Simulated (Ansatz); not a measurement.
## LiBr: frozen-core PAW against all-electron methods

```
Li Br
1.0
     0.00000    2.75479    2.75479
     2.75479    0.00000    2.75479
     2.75479    2.75479    0.00000
Li Br
1 1
Direct
  0.00000 0.00000 0.00000
  0.50000 0.50000 0.50000
```

Atom numbers follow the list: Li1, Br2.

The cell was built from the rocksalt type and relaxed in the same program, and has space group Fm-3m; it needn't be a known or the stable phase.

Methods: DFT, PBE, PAW with Ansatz's default frozen-core files, scalar-relativistic (Ansatz 0.2.0); DFT, PBE, all-electron PAW with datasets made for the crystal, scalar-relativistic (Ansatz 0.2.0); DFT, PBE, all-electron LAPW, scalar-relativistic (Ansatz 0.2.0).

For PAW: a Γ-centred 12×12×12 k mesh, Fermi–Dirac smearing of 0.08 eV, cutoff 420 eV, no spin polarisation. The crystal-made all-electron datasets (AE datasets) take a cutoff of 180 eV at this cell. LAPW targets a basis error of 1 meV/atom. The Ansatz runs share mesh, smearing and spin set-up. Plane-wave (PAW) pressures include the program's estimate of the Pulay term.

Stress and pressure are positive in compression.

Levels count from the top of the valence band.

```csv
quantity,PAW,AE datasets,LAPW
pressure (GPa),0.02,0.01,0.02
band gap (eV),4.913,4.912,4.912
highest filled level at X (eV),-1.132,-1.131,-1.131
lowest empty level at X (eV),6.229,6.229,6.230
highest filled level at K (eV),-0.855,-0.854,-0.854
lowest empty level at K (eV),6.634,6.635,6.635
```

PAW's pressure differs from the LAPW value by about 0.01 GPa or less.
